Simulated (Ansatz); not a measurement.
## Pb: equation of state with RPBE+D4

Pb:

```xyz
1
Lattice="0.0000 2.4750 2.4750 2.4750 0.0000 2.4750 2.4750 2.4750 0.0000" Properties=species:S:1:pos:R:3 pbc="T T T"
Pb    0.0000    0.0000    0.0000
```

```
Program             : Ansatz 0.2.0
Task                : equation of state
Functional          : RPBE
Dispersion          : D4
Potentials or basis : Ansatz PAW
Cutoff              : 420 eV
Density cutoff      : 1680 eV
k mesh              : 9 × 9 × 9
Occupations         : fermi-dirac, width 0.05 eV
Spin                : no spin polarisation
```

```yaml
Equilibrium_volume: 30.53 Å³/atom
Bulk_modulus: 45 GPa
Pressure_derivative_of_the_bulk_modulus: 5.3
```

Energy against volume, from the lowest point:
```csv
volume (Å³/atom),energy (meV/atom)
28.503,21.50
29.110,10.00
29.716,2.99
30.323,0.00
30.929,0.55
31.535,4.19
32.142,10.56
```

All runs of the series together: 4.6 s on 2 threads of Arm Neoverse V1 (shared host).

The cell as given is a measured one (30.32 Å³/atom); RPBE+D4 puts the equilibrium volume +0.7 % from it, thermal expansion not counted.

Caveat: the potentials were made for another functional, which shifts forces and pressure. Spin-orbit coupling is left out, which matters for the levels of Pb.
